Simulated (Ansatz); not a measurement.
Input and output for Fe (fcc type): DFT, PBE, all-electron LAPW, scalar-relativistic (Ansatz 0.2.0). This run: fcc relaxed under pressure.

The cell comes from a relaxation on PAW files under the same functional, begun from a prototype that needn't be the stable phase.

Command: `ansatz run input.yaml --threads 2 --pin off --max-ram 7168MiB --backend cpu --events-out ev --progress --plain --runs-dir out` It took 59 s on 2 threads of Arm Neoverse V1, on a shared host, peak memory 0.51 GiB.

```yaml
crystal:
  lattice:
    - [0.0, 1.746615688, 1.746615688]
    - [1.746615688, 0.0, 1.746615688]
    - [1.746615688, 1.746615688, 0.0]
  atoms:
    - { symbol: Fe, position: [0.0, 0.0, 0.0], spin: 2.5 }
magnetization:
  spin_polarized: true
kpoints:
  mp_grid: { grid: [18, 18, 18] }
scf:
  occupations: { method: fermi_dirac, width: 0.1 }
hamiltonian:
  xc: pbe
  pseudopotentials: { kind: all_electron, lapw: { basis_error: 0.0005 } }
output:
  forces: true
  stress: true
  eigenvalues: true
relax:
  f_tol: 0.005
  max_steps: 12
  cell: { p_target: -1.8, stress_tol: 0.03 }
```

Output:

```
The last accepted step is kept in <dir> (removed where the run ends without a failure and the disk answers)
LAPW: plane waves up to 9.709 Å⁻¹, error target 5.0e-4 eV per atom; small_component_spin mean_spin; Fe in spheres of 1.198 Å, 16 of its electrons in bands, Dirac shells [] (how accurate: hamiltonian.pseudopotentials.lapw.basis_error, Limitations)
Engine: ansatz 0.2.0
Pseudopotentials: kind: all_electron
Pseudopotential: Fe, LAPW, valence charge 16, lapw/all_electron/scalar/gaussian/Fe, Koelling and Harmon's equation, gaussian nucleus
Functional definition: PBE
  parameter kappa = 0.804
  parameter beta = 0.06672455060314922
  exchange = pbe_x(kappa = kappa, mu = beta*pi^2/3)
  correlation = pbe_c(beta = beta)
Crystal: 1 atoms, lattice volume = 10.657 Å³
Basis set: ecut = 359.17976527355086 eV, 169 PW (Γ), exchange–correlation at level 2
Bands: 14, of which v1, the nominal top of the filled ones, is band 8 counted from 1 (7 counted from 0)
Symmetry: 48 space group operations
Space group: Fm-3m (ITA 225), of the structure as read, at distance tolerance 2.2e-5 Å
Magnetic group: BNS 225.116 (UNI 1618), of the structure as read, at distance tolerance 2.2e-5 Å
k-points: 195 of 5832
Non-local potential: Fe, projectors of the file, none
Initial density: superposition of atomic densities (chi_scale 0.1, normalization cell)
Starting moments: Σ|m| = 2.5 μB on 1 of 1 site
Initial wavefunctions: plane waves of lowest kinetic energy (no species holds an atomic orbital)
Functional: x = pbe(κ = 0.804, μ = 0.2195149727645171), c = pbe(β = 0.06672455060314922)
iter 1 solved again at ethr=6.00e-5 eV; its pass at ethr=1.00e-1 eV (dr2=9.60e-3 eV) is discarded
SCF iter   1: F=—  HF=-34633.791406 eV  |F-HF|=—  |Δ(HF+E_count)|=         —  Δρ=2.09e-2 (↑2.01e-2 ↓2.09e-2)  dr2=9.79e-3  dr2_m=3.58e-2  M=2.099 μB ∫|m|=2.123 μB  β_m=0.30  ethr=6.00e-5  ⟨swp⟩=3.2  Hψ=40759  notcnv=0
Mixer restart at iter 1: flushing history
preconditioner: auto → none  [metal: Δε(μ)=0.008 eV  Ē_g=15.753 eV  σ=0.100 eV  W_gap=0.02  n_scr=0 (ndim 8)  ℏωp=32.2 eV  f_vac=0.000  D(μ)=1.98/eV (n_scr^D=26)]
SCF iter   2: F=—  HF=-34634.145806 eV  |F-HF|=—  |Δ(HF+E_count)|=         —  Δρ=5.99e-2 (↑5.99e-2 ↓5.88e-2)  dr2=2.97e-3  dr2_m=3.43e-1  M=1.253 μB ∫|m|=1.271 μB  β_m=1.00  ethr=6.00e-5  ⟨swp⟩=2.1  Hψ=13912  notcnv=0
Mixer restart at iter 2: flushing history
iter 3 solved again at ethr=1.25e-6 eV; its pass at ethr=3.13e-4 eV (dr2=2.00e-4 eV) is discarded
SCF iter   3: F=—  HF=-34633.984842 eV  |F-HF|=—  |Δ(HF+E_count)|=   1.61e-1  Δρ=6.77e-3 (↑6.77e-3 ↓6.03e-3)  dr2=2.00e-4  dr2_m=3.93e-3  M=1.129 μB ∫|m|=1.169 μB  β_m=0.30  ethr=1.25e-6  ⟨swp⟩=2.4  Hψ=26268  notcnv=0
SCF iter   4: F=—  HF=-34633.986267 eV  |F-HF|=—  |Δ(HF+E_count)|=   1.42e-3  Δρ=5.82e-3 (↑5.82e-3 ↓5.13e-3)  dr2=1.49e-4  dr2_m=2.87e-3  M=1.111 μB ∫|m|=1.152 μB  β_m=0.33  ethr=1.25e-6  ⟨swp⟩=2.4  Hψ=14319  notcnv=0
SCF iter   5: F=—  HF=-34633.989877 eV  |F-HF|=—  |Δ(HF+E_count)|=   3.61e-3  Δρ=1.17e-3 (↑8.22e-4 ↓1.17e-3)  dr2=7.01e-5  dr2_m=6.64e-5  M=1.086 μB ∫|m|=1.129 μB  β_m=0.43  ethr=9.33e-7  ⟨swp⟩=3.0  Hψ=15453  notcnv=0
SCF iter   6: F=—  HF=-34633.990462 eV  |F-HF|=—  |Δ(HF+E_count)|=         —  Δρ=4.92e-4 (↑2.68e-4 ↓4.92e-4)  dr2=1.44e-5  dr2_m=9.17e-6  M=1.048 μB ∫|m|=1.091 μB  β_m=0.67  ethr=4.38e-7  ⟨swp⟩=2.5  Hψ=14258  notcnv=0
the basis was enlarged: its passes take 1.5 MiB over the memory plan, 2 of 2 planned eigensolver slots
SCF iter   7: F=—  HF=-34633.990669 eV  |F-HF|=—  |Δ(HF+E_count)|=   2.07e-4  Δρ=2.64e-4 (↑2.30e-4 ↓2.64e-4)  dr2=3.40e-6  dr2_m=4.45e-6  M=1.049 μB ∫|m|=1.091 μB  β_m=0.84  ethr=9.03e-8  ⟨swp⟩=2.6  Hψ=14437  notcnv=0
SCF iter   8: F=—  HF=-34633.990732 eV  |F-HF|=—  |Δ(HF+E_count)|=   6.33e-5  Δρ=8.77e-5 (↑5.79e-5 ↓8.77e-5)  dr2=5.02e-7  dr2_m=3.20e-7  M=1.049 μB ∫|m|=1.090 μB  β_m=0.92  ethr=2.12e-8  ⟨swp⟩=2.8  Hψ=14768  notcnv=0
SCF iter   9: F=—  HF=-34633.990739 eV  |F-HF|=—  |Δ(HF+E_count)|=   7.23e-6  Δρ=9.89e-6 (↑5.99e-6 ↓9.89e-6)  dr2=3.33e-9  dr2_m=5.10e-9  M=1.049 μB ∫|m|=1.090 μB  β_m=0.92  ethr=3.14e-9  ⟨swp⟩=3.0  Hψ=15057  notcnv=0
SCF iter  10: F=—  HF=-34633.990739 eV  |F-HF|=—  |Δ(HF+E_count)|=   9.14e-8  Δρ=1.62e-6 (↑1.31e-6 ↓1.62e-6)  dr2=6.16e-11  dr2_m=1.82e-10  M=1.049 μB ∫|m|=1.089 μB  β_m=0.96  ethr=2.08e-11  ⟨swp⟩=3.0  Hψ=15667  notcnv=0
SCF iter  11: F=-34633.990739 eV  HF=-34633.990739 eV  |F-HF|=1.46e-11  |Δ(HF+E_count)|=   1.38e-9  Δρ=2.17e-7 (↑1.07e-7 ↓2.17e-7)  dr2=1.48e-12  dr2_m=2.21e-12  M=1.049 μB ∫|m|=1.089 μB  ethr=1.00e-12  ⟨swp⟩=3.0  Hψ=15102  notcnv=0
SCF 1 converged in 11 iterations: F = -34633.990739 eV  dr2 = 1.48e-12
relax step   1: F+E_penalty+E_count = -34633.99073938 eV  Δ(F+E_penalty+E_count) = +0.000e0 eV  max|allowed force component| = 0.000e0 eV/Å  Δτ_max = 0.0000 Å  P = -1.667 GPa  Ω = 10.657 Å³  (11 SCF iters, accepted)
Crystal: 1 atoms, lattice volume = 10.660 Å³
Basis set: ecut = 359.1069897250301 eV, 169 PW (Γ), exchange–correlation at level 2
Initial density: handed on by an earlier stage of this run
Starting moments: Σ|m| = 2.5 μB on 1 of 1 site; this step starts from the density that it was given
Initial wavefunctions: those handed on with the density
iter 1 solved again at ethr=4.13e-11 eV; its pass at ethr=1.00e-1 eV (dr2=6.61e-9 eV) is discarded
SCF iter   1: F=—  HF=-34633.990705 eV  |F-HF|=—  |Δ(HF+E_count)|=         —  Δρ=5.05e-5 (↑5.05e-5 ↓4.77e-5)  dr2=1.30e-9  dr2_m=2.35e-7  M=1.049 μB ∫|m|=1.090 μB  β_m=0.65  ethr=4.13e-11  ⟨swp⟩=5.1  Hψ=33505  notcnv=0
preconditioner: auto → none  [metal: Δε(μ)=0.007 eV  Ē_g=15.405 eV  σ=0.100 eV  W_gap=0.02  n_scr=0 (ndim 8)  ℏωp=32.2 eV  f_vac=0.000  D(μ)=1.47/eV (n_scr^D=14)]
iter 2 solved again at ethr=1.00e-12 eV; its pass at ethr=8.13e-12 eV (dr2=5.54e-11 eV) is discarded
SCF iter   2: F=—  HF=-34633.990705 eV  |F-HF|=—  |Δ(HF+E_count)|=   9.84e-8  Δρ=2.46e-5 (↑2.42e-5 ↓2.46e-5)  dr2=5.53e-11  dr2_m=5.82e-8  M=1.050 μB ∫|m|=1.091 μB  β_m=0.65  ethr=1.00e-12  ⟨swp⟩=2.0  Hψ=25308  notcnv=0
SCF iter   3: F=—  HF=-34633.990705 eV  |F-HF|=—  |Δ(HF+E_count)|=  4.87e-10  Δρ=1.03e-5 (↑1.03e-5 ↓8.18e-6)  dr2=6.76e-10  dr2_m=8.15e-9  M=1.050 μB ∫|m|=1.091 μB  β_m=0.55  ethr=1.00e-12  ⟨swp⟩=3.2  Hψ=16540  notcnv=0
[... lines left out ...]
SCF 3 converged in 4 iterations: F = -34633.990663 eV  dr2 = 5.21e-11
relax step   3: F+E_penalty+E_count = -34633.99066295 eV  Δ(F+E_penalty+E_count) = +4.211e-5 eV  max|allowed force component| = 0.000e0 eV/Å  Δτ_max = 0.0000 Å  P = -1.799 GPa  Ω = 10.664 Å³  (4 SCF iters, accepted)
iter 1 solved again at ethr=1.00e-12 eV; its pass at ethr=1.00e-1 eV (dr2=1.10e-11 eV) is discarded
SCF iter   1: F=—  HF=-34633.990663 eV  |F-HF|=—  |Δ(HF+E_count)|=         —  Δρ=1.19e-6 (↑7.50e-7 ↓1.19e-6)  dr2=1.10e-11  dr2_m=8.99e-11  M=1.051 μB ∫|m|=1.093 μB  β_m=0.65  ethr=1.00e-12  ⟨swp⟩=4.1  Hψ=28204  notcnv=0
preconditioner: auto → none  [metal: Δε(μ)=0.010 eV  Ē_g=15.401 eV  σ=0.100 eV  W_gap=0.03  n_scr=0 (ndim 8)  ℏωp=32.2 eV  f_vac=0.000  D(μ)=1.47/eV (n_scr^D=14)]
SCF iter   2: F=—  HF=-34633.990663 eV  |F-HF|=—  |Δ(HF+E_count)|=  7.79e-10  Δρ=1.54e-6 (↑1.41e-6 ↓1.54e-6)  dr2=2.39e-12  dr2_m=2.12e-10  M=1.051 μB ∫|m|=1.093 μB  β_m=0.65  ethr=1.00e-12  ⟨swp⟩=2.2  Hψ=14052  notcnv=0
SCF iter   3: F=-34633.990663 eV  HF=-34633.990663 eV  |F-HF|=4.37e-11  |Δ(HF+E_count)|=  4.95e-10  Δρ=1.14e-6 (↑4.69e-7 ↓1.14e-6)  dr2=2.42e-11  dr2_m=6.09e-11  M=1.051 μB ∫|m|=1.093 μB  ethr=1.00e-12  ⟨swp⟩=2.0  Hψ=13986  notcnv=0
SCF 4 converged in 3 iterations: F = -34633.990663 eV  dr2 = 2.42e-11
relax step   4: F+E_penalty+E_count = -34633.99066295 eV  Δ(F+E_penalty+E_count) = -1.128e-9 eV  max|allowed force component| = 0.000e0 eV/Å  Δτ_max = 0.0000 Å  P = -1.799 GPa  Ω = 10.664 Å³  stress off target by 1.12e-3 GPa  SCF on the basis re-selected at this cell (its energy is not comparable with the rows above)  (3 SCF iters)
basis re-selected at this cell: Δ(F+E_penalty+E_count) = -1.128e-9 eV, ΔP = -0.000 GPa vs the last step (what re-selecting the basis moved, after the strain that the cell walked since its last selection, with what the two solves' SCF thresholds leave and, on support functions, any second-order correction that the steps lacked; it is no measure of the basis error at this ecutwfc). This SCF's stress stands 1.12e-3 GPa from its target on what of the cell is left free (relax.cell.stress_tol is 3.00e-2 GPa) and its largest allowed force component is 0.00e0 eV/Å (relax.f_tol is 5.00e-3 eV/Å): within both
SCF converged after 3 iterations
Magnetization: 1.0514 μB (8.5257 up, 7.4743 down)
Absolute magnetization: 1.0925 μB (∫|ρ↑−ρ↓|)
Spin contamination: 0.0226 ħ² per cell (⟨S²⟩ above its minimum at these occupations)
Per-site moments (μB) at R_I (Å): [(1.0696669264780034, 1.1982572526979363)]
Free energy (F): -34633.990663 eV
Harris-Foulkes:  -34633.990663 eV  (|F-HF|=4.37e-11)
Internal energy: -34633.941078 eV  (E = F + TS)
E sigma→0 (E₀):  -34633.965871 eV
Entropy (-TS):   -0.049585 eV (-49.585 meV/atom)
Fermi energy:    20.161370 eV
--- Per-component energies (eV) ---
  E_band       = -189.584506
  E_kinetic    = 35110.417037
  E_xc         = -1521.909584
  E_electrostatic = -68222.448532  (all electrons and nuclei)
  E_smearing   = -0.049585  (= −TS)
  E_closure    = 0.000000  (closes the sum)
  E_atoms      = -34625.004615  (free atoms, spherical and without spin; not in F)
  Σ components = -34633.990663   (vs F -34633.990663, Δ=0.00e0)
  Basis errors (estimates in eV, not in F): energy 1.2e-4 per atom: plane waves 1.0e-4 (5.5e-5 summed), levels above the bands 5.2e-112, relativity 4.3e-9, radial functions 1.7e-5, core shells 1.2e-8; eigenvalues (radial functions only) 3.5e-6; not estimated: angular momenta, meshes, grids; target (lapw.basis_error) 5.0e-4; muffin-tin radii Fe 1.198 Å
--- Forces (eV/Å), atoms counted from 1 ---
  atom   1  Fe    -0.00000000     0.00000000    -0.00000000
  max |Σ_I F_I| component: 6.98e-32 eV/Å
--- Stress (GPa, compression-positive) ---
       -1.798882      -0.000000       0.000000
       -0.000000      -1.798882       0.000000
        0.000000       0.000000      -1.798882
  P = ⅓ Tr σ = -1.7989 GPa (-17.989 kbar)
--- Band table (eV; the first three rows and the last of 390) ---
  k-point 0 ↑: bands = ["-67.5710", "-33.3166", "-33.3166", "-33.3166", "11.2824", "18.2264", "18.2264", "18.2264", "19.2606", "19.2606", "42.3585", "47.5094", "47.5094", "47.5094"]
  k-point 1 ↑: bands = ["-67.5681", "-33.3324", "-33.3187", "-33.3187", "11.4101", "18.1805", "18.2623", "18.2623", "19.2440", "19.2440", "42.2421", "46.1137", "47.3937", "47.3937"]
  k-point 2 ↑: bands = ["-67.5597", "-33.3778", "-33.3248", "-33.3248", "11.7852", "18.0567", "18.3495", "18.3495", "19.2152", "19.2152", "41.4619", "44.3163", "47.1247", "47.1247"]
  k-point 194 ↓: bands = ["-66.1831", "-32.4613", "-32.4071", "-32.2826", "16.9840", "17.5774", "18.2476", "20.7733", "21.7651", "28.5265", "30.2031", "31.7980", "33.3448", "48.9406"]
--- Relaxed structure (3 steps of the walk, 3 accepted, 1 SCFs on fresh bases) ---
  F+E_penalty+E_count = -34633.99066295 eV   max|allowed force component| = 0.000e0 eV/Å   (the final SCF, on the basis selected at the relaxed cell)
  cell:  # Å, volume = 10.6638 Å³
    - [1.7017746437991132e-35, 1.747001735287356, 1.747001735287356]
    - [1.747001735287356, -1.3992369293459374e-34, 1.747001735287356]
    - [1.747001735287356, 1.747001735287356, -1.2768285777744223e-34]
  atoms:
    - { symbol: Fe, position: [0.0, 0.0, 0.0] }
```

Next run (bcc relaxed under pressure), as changes to the input before:

```diff
   lattice:
-    - [0.0, 1.746615688, 1.746615688]
-    - [1.746615688, 0.0, 1.746615688]
-    - [1.746615688, 1.746615688, 0.0]
+    - [-1.4208592689, 1.4208592689, 1.4208592689]
+    - [1.4208592689, -1.4208592689, 1.4208592689]
+    - [1.4208592689, 1.4208592689, -1.4208592689]
   atoms:
 kpoints:
-  mp_grid: { grid: [18, 18, 18] }
+  mp_grid: { grid: [19, 19, 19] }
 scf:
```

Results part of the output:

```
basis re-selected at this cell: Δ(F+E_penalty+E_count) = -3.267e-9 eV, ΔP = +0.000 GPa vs the last step (what re-selecting the basis moved, after the strain that the cell walked since its last selection, with what the two solves' SCF thresholds leave and, on support functions, any second-order correction that the steps lacked; it is no measure of the basis error at this ecutwfc). This SCF's stress stands 4.05e-4 GPa from its target on what of the cell is left free (relax.cell.stress_tol is 3.00e-2 GPa) and its largest allowed force component is 0.00e0 eV/Å (relax.f_tol is 5.00e-3 eV/Å): within both
SCF converged after 3 iterations
Magnetization: 2.1791 μB (9.0896 up, 6.9104 down)
Absolute magnetization: 2.2969 μB (∫|ρ↑−ρ↓|)
Spin contamination: 0.0382 ħ² per cell (⟨S²⟩ above its minimum at these occupations)
Per-site moments (μB) at R_I (Å): [(2.237074448356756, 1.193210729946662)]
Free energy (F): -34634.120901 eV
Harris-Foulkes:  -34634.120901 eV  (|F-HF|=8.44e-10)
Internal energy: -34634.089081 eV  (E = F + TS)
E sigma→0 (E₀):  -34634.104991 eV
Entropy (-TS):   -0.031821 eV (-31.821 meV/atom)
Fermi energy:    18.470180 eV
--- Per-component energies (eV) ---
  E_band       = -212.625842
  E_kinetic    = 35110.655029
  E_xc         = -1522.599146
  E_electrostatic = -68222.144964  (all electrons and nuclei)
  E_smearing   = -0.031821  (= −TS)
  E_closure    = 0.000000  (closes the sum)
  E_atoms      = -34625.004615  (free atoms, spherical and without spin; not in F)
  Σ components = -34634.120901   (vs F -34634.120901, Δ=0.00e0)
  Basis errors (estimates in eV, not in F): energy 1.3e-4 per atom: plane waves 1.2e-4 (6.5e-5 summed), levels above the bands 3.3e-92, relativity 1.0e-8, radial functions 1.3e-5, core shells 1.4e-8; eigenvalues (radial functions only) 1.6e-5; not estimated: angular momenta, meshes, grids; target (lapw.basis_error) 5.0e-4; muffin-tin radii Fe 1.193 Å
--- Forces (eV/Å), atoms counted from 1 ---
  atom   1  Fe    -0.00000000     0.00000000    -0.00000000
  max |Σ_I F_I| component: 5.75e-32 eV/Å
--- Stress (GPa, compression-positive) ---
       -1.799595       0.000000       0.000000
        0.000000      -1.799595      -0.000000
        0.000000      -0.000000      -1.799595
  P = ⅓ Tr σ = -1.7996 GPa (-17.996 kbar)
--- Band table (eV; the first three rows and the last of 440) ---
  k-point 0 ↑: bands = ["-69.6080", "-35.4111", "-35.4111", "-35.4111", "9.9879", "16.1845", "16.1845", "16.1845", "17.3633", "17.3633", "42.7306", "42.7306", "42.7306", "48.2030"]
  k-point 1 ↑: bands = ["-69.6059", "-35.4222", "-35.4148", "-35.4111", "10.1023", "16.1530", "16.1822", "16.2458", "17.3315", "17.3658", "42.0488", "42.5955", "42.6753", "47.6523"]
  k-point 2 ↑: bands = ["-69.6000", "-35.4541", "-35.4254", "-35.4111", "10.4392", "16.0626", "16.1658", "16.4259", "17.2560", "17.3736", "40.3838", "42.0936", "42.5319", "46.8706"]
  k-point 219 ↓: bands = ["-66.8297", "-33.1387", "-33.1366", "-33.1366", "15.4825", "15.4914", "20.6956", "20.6956", "20.7422", "28.1168", "28.5888", "28.5888", "35.0615", "35.3028"]
--- Relaxed structure (3 steps of the walk, 3 accepted, 1 SCFs on fresh bases) ---
  F+E_penalty+E_count = -34634.12090149 eV   max|allowed force component| = 0.000e0 eV/Å   (the final SCF, on the basis selected at the relaxed cell)
  cell:  # Å, volume = 11.4632 Å³
    - [-1.4204134977321143, 1.4204134977321143, 1.4204134977321143]
    - [1.4204134977321143, -1.4204134977321143, 1.4204134977321143]
    - [1.4204134977321143, 1.4204134977321143, -1.4204134977321143]
  atoms:
    - { symbol: Fe, position: [0.0, 0.0, 0.0] }
```

Next run (hcp relaxed under pressure), as changes to the input before:

```diff
   lattice:
-    - [-1.4208592689, 1.4208592689, 1.4208592689]
-    - [1.4208592689, -1.4208592689, 1.4208592689]
-    - [1.4208592689, 1.4208592689, -1.4208592689]
+    - [2.4665756144, 0.0, 0.0]
+    - [-1.2332878072, 2.1361171424, 0.0]
+    - [0.0, 0.0, 3.9012270858]
   atoms:
-    - { symbol: Fe, position: [0.0, 0.0, 0.0], spin: 2.5 }
+    - { symbol: Fe, position: [0.3333333333, 0.6666666667, 0.25], spin: 2.5 }
+    - { symbol: Fe, position: [0.6666666667, 0.3333333333, 0.75], spin: 2.5 }
 magnetization:
 kpoints:
-  mp_grid: { grid: [19, 19, 19] }
+  mp_grid: { grid: [17, 17, 9] }
 scf:
```

Command: `ansatz run input.yaml --threads 2 --pin off --max-ram 7168MiB --backend cpu --events-out ev --progress --plain --runs-dir out` It took 2 min on 2 threads of Arm Neoverse V1 (shared host), peak memory 0.86 GiB.

Results part of the output:

```
basis re-selected at this cell: Δ(F+E_penalty+E_count) = +3.027e-9 eV, ΔP = +0.000 GPa vs the last step (what re-selecting the basis moved, after the strain that the cell walked since its last selection, with what the two solves' SCF thresholds leave and, on support functions, any second-order correction that the steps lacked; it is no measure of the basis error at this ecutwfc). This SCF's stress stands 9.47e-4 GPa from its target on what of the cell is left free (relax.cell.stress_tol is 3.00e-2 GPa) and its largest allowed force component is 2.78e-17 eV/Å (relax.f_tol is 5.00e-3 eV/Å): within both
SCF converged after 3 iterations
Magnetization: -0.0000 μB (16.0000 up, 16.0000 down)
Absolute magnetization: 0.0000 μB (∫|ρ↑−ρ↓|)
Spin contamination: 0.0000 ħ² per cell (⟨S²⟩ above its minimum at these occupations)
Per-site moments (μB) at R_I (Å): [(-6.875635527592294e-8, 1.1711928550323651), (-6.875635527592294e-8, 1.1711928550323651)]
Free energy (F): -69268.088150 eV
Harris-Foulkes:  -69268.088150 eV  (|F-HF|=1.02e-10)
Internal energy: -69268.001255 eV  (E = F + TS)
E sigma→0 (E₀):  -69268.044702 eV
Entropy (-TS):   -0.086895 eV (-43.448 meV/atom)
Fermi energy:    21.023566 eV
--- Per-component energies (eV) ---
  E_band       = -354.477736
  E_kinetic    = 70220.872213
  E_xc         = -3043.494534
  E_electrostatic = -136445.378933  (all electrons and nuclei)
  E_smearing   = -0.086895  (= −TS)
  E_closure    = 0.000000  (closes the sum)
  E_atoms      = -69250.009230  (free atoms, spherical and without spin; not in F)
  Σ components = -69268.088150   (vs F -69268.088150, Δ=0.00e0)
  Basis errors (estimates in eV, not in F): energy 1.2e-4 per atom: plane waves 1.1e-4 (5.8e-5 summed), levels above the bands 6.4e-53, relativity 7.1e-9, radial functions 7.0e-6, core shells 2.5e-8; eigenvalues (radial functions only) 4.4e-7; not estimated: angular momenta, meshes, grids; target (lapw.basis_error) 5.0e-4; muffin-tin radii Fe 1.171 Å
--- Forces (eV/Å), atoms counted from 1 ---
  atom   1  Fe    -0.00000000     0.00000000     0.00000000
  atom   2  Fe    -0.00000000    -0.00000000     0.00000000
  max |Σ_I F_I| component: 1.39e-17 eV/Å
--- Stress (GPa, compression-positive) ---
       -1.800206       0.000000       0.000000
        0.000000      -1.800206       0.000000
        0.000000       0.000000      -1.800947
  P = ⅓ Tr σ = -1.8005 GPa (-18.005 kbar)
--- Band table (eV; the first three rows and the last of 330) ---
  k-point 0 ↑: bands = ["-66.2024", "-66.0718", "-32.5427", "-32.0099", "-32.0099", "-31.9148", "-31.9148", "-31.9028", "12.0417", "16.0811", "19.3842", "19.3842", "19.5121", "19.8484", "19.8484", "20.1917", "20.1917", "21.4497", "21.7438", "21.7438", "29.6713", "42.2733", "45.8007"]
  k-point 1 ↑: bands = ["-66.1985", "-66.0758", "-32.5238", "-32.0071", "-32.0071", "-31.9226", "-31.9177", "-31.9177", "12.1796", "16.0594", "19.3270", "19.3270", "19.4620", "19.7943", "19.7943", "20.3133", "20.3133", "21.0186", "21.7425", "21.7425", "30.3468", "42.1868", "45.4865"]
  k-point 2 ↑: bands = ["-66.1872", "-66.0872", "-32.4694", "-31.9988", "-31.9988", "-31.9794", "-31.9260", "-31.9260", "12.5841", "15.9423", "19.2354", "19.2354", "19.3242", "19.6557", "19.6557", "20.1115", "20.5896", "20.5896", "21.7191", "21.7191", "32.0284", "41.9211", "44.6879"]
  k-point 164 ↓: bands = ["-66.0629", "-66.0614", "-32.4015", "-32.3965", "-32.2564", "-32.2220", "-32.0141", "-32.0085", "17.4072", "17.5410", "17.9129", "17.9213", "18.7823", "18.8108", "20.2578", "20.4670", "21.7548", "21.8072", "27.5166", "27.5544", "29.5608", "30.2961", "32.3945"]
--- Relaxed structure (3 steps of the walk, 3 accepted, 1 SCFs on fresh bases) ---
  F+E_penalty+E_count = -69268.08814989 eV   max|allowed force component| = 2.776e-17 eV/Å   (the final SCF, on the basis selected at the relaxed cell)
  cell:  # Å, volume = 20.5473 Å³
    - [2.4663143602978064, 0.0, 0.0]
    - [-1.2331571801489032, 2.135890889736267, 0.0]
    - [0.0, 0.0, 3.9005641180368342]
  atoms:
    - { symbol: Fe, position: [0.3333333333333333, 0.6666666666666666, 0.25] }
    - { symbol: Fe, position: [0.6666666666666667, 0.3333333333333333, 0.75] }
```

The magnetic state is the one reached from the start moments; other orders weren't searched.
